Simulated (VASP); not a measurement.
# SnTe (Fm-3m) in VASP: a series of runs, part 3 of 3

VASP 6.6.1.

## (5) Relaxation of cell and atoms, r2SCAN, target pressure 10 GPa, at which the enthalpy is minimised

This run uses another cell than the first one, of 31.28 Å³/atom, 0.965 times its volume.

Contents of POSCAR:

```
SnTe
1.0
    4.4559750000      0.0000000000      0.0000000000
    2.2279875000      3.8589875486      0.0000000000
    2.2279875000      1.2863291829      3.6382883522
Sn Te
1 1
Direct
    0.0000000000      0.0000000000      0.0000000000
    0.5000000000      0.5000000000      0.5000000000
```

Contents of INCAR.step1:

```
PREC = Accurate
ENCUT = 600
ISMEAR = 0
SIGMA = 0.1
LREAL = F
LASPH = T
NELM = 60
GGA = PE
ALGO = Normal
EDIFF = 1E-4
LWAVE = T
LCHARG = F
```

Contents of INCAR.step2:

```
PREC = Accurate
ENCUT = 600
EDIFF = 1E-6
ISMEAR = 0
SIGMA = 0.1
LREAL = F
LASPH = T
NELM = 60
ALGO = Normal
ISIF = 3
LWAVE = F
LCHARG = F
METAGGA = R2SCAN
LMIXTAU = T
IBRION = 2
NSW = 60
EDIFFG = -0.01
PSTRESS = 100.0
ISTART = 1
```

Contents of KPOINTS:

```
regular mesh
0
Gamma
  6 6 6
```

Potentials or basis: VASP PAW PBE potentials, release 64 (Sn_d, Te).

Run with:

```bash
$ cat potpaw_PBE.64/Sn_d/POTCAR potpaw_PBE.64/Te/POTCAR > POTCAR
$ cp INCAR.step1 INCAR
$ mpirun -np 1 vasp_std > vasp.out
$ cp INCAR.step2 INCAR
$ mpirun -np 1 vasp_std > vasp.out
```

OUTCAR:

```text
PREC = Accurate
   ENCUT = 600
   EDIFF = 1E-6
   ISMEAR = 0
   LREAL = F
   LASPH = T
   NELM = 60
   ISIF = 3
   METAGGA = R2SCAN
   IBRION = 2
   NSW = 60
   EDIFFG = -0.01
   PSTRESS = 100.0
   ISTART = 1

 ion  position               nearest neighbor table
   1  0.000  0.000  0.000-   2 3.15   2 3.15   2 3.15   2 3.15   2 3.15   2 3.15
   2  0.500  0.500  0.500-   1 3.15   1 3.15   1 3.15   1 3.15   1 3.15   1 3.15

  LATTYP: Found a face centered cubic cell.
 ALAT       =     6.3017002786

  Lattice vectors:

 A1 = (   4.4559750000,   0.0000000000,   0.0000000000)
 A2 = (   2.2279875000,   3.8589875486,   0.0000000000)
 A3 = (   2.2279875000,   1.2863291829,   3.6382883522)

Analysis of symmetry for initial positions (statically):
=====================================================================
 Subroutine PRICEL returns:
[... 557 lines left out ...]

 number of electron      20.0000000 magnetization

------------------------ aborting loop because EDIFF is reached ----------------------------------------
[... 71 lines left out ...]
--------------------------------------- Ionic step       14  -------------------------------------------

 number of electron      20.0000000 magnetization

 Free energy of the ion-electron system (eV)
  ---------------------------------------------------
  ext. energy  EPLUGINS =         0.00000000
  ---------------------------------------------------
  free energy    TOTEN  =       -50.43263974 eV

  energy without entropy =      -50.42956474  energy(sigma->0) =      -50.43110224

 E-fermi :   8.7019     XC(G=0): -10.6813

 val. band max:        8.5351674705   @ k =  -0.1667   0.1667   0.0000
 cond. band min:       8.7273219319   @ k =   0.5000   0.0000  -0.0000
 fundamental gap:      0.1921544613
 Fermi energy:         8.7019063311

 k-point     1 :       0.0000    0.0000    0.0000
  band No.  band energies     occupation
      1     -14.1766      2.00000
      2     -14.1766      2.00000
      3     -14.1549      2.00000
      4     -14.1549      2.00000
      5     -14.1549      2.00000
      6      -5.8540      2.00000
      7       4.5592      2.00000
      8       5.8261      2.00000
      9       5.8261      2.00000
     10       5.8261      2.00000
     11      12.3920      0.00000
     12      12.3920      0.00000
     13      12.3920      0.00000
     14      13.3908      0.00000
[... 286 lines left out ...]
  energy  without entropy=      -50.4295647414  energy(sigma->0) =      -50.43110224

  enthalpy is  TOTEN    =       -46.9818125907 eV   P V=        3.4508271501

 reached required accuracy - stopping structural energy minimisation
```

OSZICAR.step1:

```text
N       E                     dE             d eps       ncg     rms          rms(c)
DAV:   1     0.126688142569E+03    0.12669E+03   -0.10645E+04   448   0.183E+03
DAV:   2     0.381203437170E+01   -0.12288E+03   -0.12097E+03   472   0.394E+02
DAV:   3    -0.730692458142E+01   -0.11119E+02   -0.11074E+02   598   0.100E+02
DAV:   4    -0.758335607118E+01   -0.27643E+00   -0.27628E+00   518   0.177E+01
DAV:   5    -0.759421074529E+01   -0.10855E-01   -0.10855E-01   656   0.332E+00    0.502E+00
DAV:   6    -0.754202697655E+01    0.52184E-01   -0.12790E-01   568   0.284E+00    0.321E+00
DAV:   7    -0.754316136539E+01   -0.11344E-02   -0.55059E-02   546   0.141E+00    0.774E-01
DAV:   8    -0.754306694313E+01    0.94422E-04   -0.77880E-03   550   0.834E-01    0.198E-01
DAV:   9    -0.754321093643E+01   -0.14399E-03   -0.52769E-04   526   0.263E-01    0.375E-02
DAV:  10    -0.754320693817E+01    0.39983E-05   -0.68173E-05   266   0.913E-02
   1 F= -.75432069E+01 E0= -.75423820E+01  d E =-.164984E-02
```

Wall time 5 min (1 thread of Intel Xeon Platinum 8375C at 2.90GHz (Ice Lake), shared host); peak memory 0.23 GiB.

What came out:

| Quantity | Value |
| --- | --- |
| Free energy | -50.4326 eV |
| Relaxed volume | 27.64 Å³/atom |
| Relaxed cell | a = 4.276 Å, b = 4.276 Å, c = 4.276 Å, α = 60.00°, β = 60.00°, γ = 60.00° |
| Space group after relaxing (to 0.05 Å) | Fm-3m (No. 225) |
| Energy change on relaxing (the enthalpy is what falls) | +120.6 meV/atom |
| Ionic steps | 14 |
| Pressure after relaxing | 9.9 GPa |
| Band gap on the k mesh | zero (filled and empty bands touch) |

The path:
| step | energy change (eV) | largest force (eV/Å) | pressure (GPa) | volume (Å³) |
| --- | --- | --- | --- | --- |
| 1 | 0.0000 | 0.0000 | 1.69 | 62.56 |
| 2 | 0.8398 | 0.0000 | 22.02 | 48.99 |
| 3 | 0.2471 | 0.0000 | 10.07 | 55.19 |
| 4 | 0.2383 | 0.0000 | 9.85 | 55.34 |
| 5 | 0.2385 | 0.0000 | 9.84 | 55.33 |
| 6 | 0.2391 | 0.0000 | 9.87 | 55.32 |
| 7 | 0.2391 | 0.0000 | 9.88 | 55.32 |
| 8 | 0.2391 | 0.0000 | 9.87 | 55.32 |
| 9 | 0.2391 | 0.0000 | 9.87 | 55.32 |
| 10 | 0.2392 | 0.0000 | 9.87 | 55.32 |
| 11 | 0.2393 | 0.0000 | 9.87 | 55.32 |
| 12 | 0.2396 | 0.0000 | 9.86 | 55.32 |
| 13 | 0.2402 | 0.0000 | 9.92 | 55.31 |
| 14 | 0.2413 | 0.0000 | 9.94 | 55.29 |

Final structure:
```
Sn Te
1.0
     4.27612    0.00000    0.00000
     2.13806    3.70323    0.00000
     2.13806    1.23441    3.49144
Sn Te
1 1
Direct
  0.00000 0.00000 0.00000
  0.50000 0.50000 0.50000
```

Levels at points of the mesh, in eV from the Fermi level:
```csv
k point,band 6,band 7,band 8,band 9,band 10,band 11,band 12,band 13,band 14
"(0.00, 0.00, 0.00)",-14.56,-4.14,-2.88,-2.88,-2.88,3.69,3.69,3.69,4.69
"(0.50, 0.00, 0.00)",-12.84,-9.61,-2.46,-2.46,0.03,0.03,0.04,0.43,8.58
"(0.50, 0.50, 0.00)",-12.36,-6.97,-6.90,-4.81,-4.81,1.78,5.77,5.77,7.77
```

Caveat: the cell is relaxed towards a set pressure, so the enthalpy falls and the energy may rise; the PAW data sets were made with another functional, which shifts forces and pressure a little; spin-orbit coupling is left out, which moves the levels of the heavy elements.

## (6) Relaxation of cell and atoms, r2SCAN, target pressure 20 GPa, at which the enthalpy is minimised

This run uses another cell than the first one, of 31.28 Å³/atom, 0.965 times its volume.

POSCAR is that of step 5.

Contents of INCAR.step1:

```
PREC = Accurate
ENCUT = 600
ISMEAR = 0
SIGMA = 0.1
LREAL = False
LASPH = True
NELM = 60
GGA = PE
ALGO = Normal
EDIFF = 1E-4
LWAVE = True
LCHARG = False
```

Contents of INCAR.step2:

```
PREC = Accurate
ENCUT = 600
EDIFF = 1E-7
ISMEAR = 0
SIGMA = 0.1
LREAL = False
LASPH = True
NELM = 60
ALGO = Normal
ISIF = 3
LWAVE = False
LCHARG = False
METAGGA = R2SCAN
LMIXTAU = True
IBRION = 2
NSW = 60
EDIFFG = -0.01
PSTRESS = 200.0
ISTART = 1
```

KPOINTS is that of step 5.

Potentials or basis: VASP PAW PBE potentials, release 64 (Sn_d, Te).

Run with:

```bash
$ cat potpaw_PBE.64/Sn_d/POTCAR potpaw_PBE.64/Te/POTCAR > POTCAR
$ cp INCAR.step1 INCAR
$ mpirun -np 1 vasp_std > vasp.out
$ cp INCAR.step2 INCAR
$ mpirun -np 1 vasp_std > vasp.out
```

Wall time 4.1 min (1 thread of Intel Xeon Platinum 8375C at 2.90GHz (Ice Lake), shared host); peak memory 0.24 GiB.

Results (log left out):

- Free energy: -49.9335 eV
- Relaxed volume: 24.87 Å³/atom
- Relaxed cell: a = 4.128 Å, b = 4.128 Å, c = 4.128 Å, α = 60.00°, β = 60.00°, γ = 60.00°
- Space group after relaxing (to 0.05 Å): Fm-3m (No. 225)
- Energy change on relaxing (the enthalpy is what falls): +370.2 meV/atom
- Ionic steps: 5
- Pressure after relaxing: 20.0 GPa
- Band gap on the k mesh: zero (band 10 reaches 10.47 eV, above the bottom of band 11 at 10.07 eV)

Step by step:
| step | energy change (eV) | largest force (eV/Å) | pressure (GPa) | volume (Å³) |
| --- | --- | --- | --- | --- |
| 1 | 0.0000 | 0.0000 | 1.68 | 62.56 |
| 2 | 5.2723 | 0.0000 | 101.45 | 35.44 |
| 3 | 0.6061 | 0.0000 | 17.25 | 50.90 |
| 4 | 0.6966 | 0.0000 | 19.12 | 50.10 |
| 5 | 0.7404 | 0.0000 | 20.02 | 49.74 |

Final structure:
```
Sn Te
1.0
     4.12813    0.00000    0.00000
     2.06407    3.57507    0.00000
     2.06407    1.19169    3.37061
Sn Te
1 1
Direct
  0.00000 0.00000 0.00000
  0.50000 0.50000 0.50000
```

Levels at points of the mesh, in eV from the Fermi level:
```csv
k point,band 6,band 7,band 8,band 9,band 10,band 11,band 12,band 13,band 14
"(0.00, 0.00, 0.00)",-15.73,-3.67,-3.37,-3.37,-3.37,3.75,3.75,3.75,4.29
"(0.50, 0.00, 0.00)",-13.68,-10.56,-2.90,-2.90,-0.37,-0.37,-0.19,0.61,8.82
"(0.50, 0.50, 0.00)",-13.03,-8.05,-7.18,-5.60,-5.60,1.13,6.22,6.22,8.58
```

Caveat: the cell is relaxed towards a set pressure, so the enthalpy falls and the energy may rise; the volume moved by over 15 % at a fixed basis, so the end points are rough; the PAW data sets were made with another functional, which shifts forces and pressure a little; spin-orbit coupling is left out, which moves the levels of the heavy elements.

## (7) Summary

| task | cell | cutoff (eV) | gap on the mesh (eV) | pressure (GPa) |
| --- | --- | --- | --- | --- |
| single point | a = 4.510 Å, angles 60.0°, 2 atoms | 520 | 0.14 | 0.0 |
| relaxation of cell and atoms | relaxed from a = 4.456 Å, angles 60.0°, 2 atoms | 600 | 0.14 | 0.0 |
| relaxation of cell and atoms | relaxed to 5 GPa from a = 4.456 Å, angles 60.0°, 2 atoms | 600 | 0.08 | 5.0 |
| relaxation of cell and atoms | relaxed to 10 GPa from a = 4.456 Å, angles 60.0°, 2 atoms | 600 | none | 9.9 |
| relaxation of cell and atoms | relaxed to 20 GPa from a = 4.456 Å, angles 60.0°, 2 atoms | 600 | none | 20.0 |

Alike in all rows: level r2SCAN; potentials or basis VASP PAW PBE potentials, release 64 (Sn_d, Te); no spin polarisation; k mesh 6 × 6 × 6; smearing gaussian 0.1 eV.

Caveats: the PAW data sets were made with another functional, which shifts forces and pressure a little; spin-orbit coupling is left out, which moves the levels of the heavy elements; the cell is relaxed towards a set pressure, so the enthalpy falls and the energy may rise (some runs); the volume moved by over 15 % at a fixed basis, so the end points are rough (some runs).

Total energies depend on the potentials used, so only differences within one code and one set of settings carry meaning.

## (8) How close it comes

Step 2. Against the measured gap of SnTe, 0.18 eV (direct; 300 K; a printed reference work, textbook), the calculated 0.14 eV is off by -0.04 eV. Spin-orbit coupling on Sn, Te is left out. The value is that of r2SCAN on a finite k mesh, which can miss the band edges, without temperature or zero-point motion.
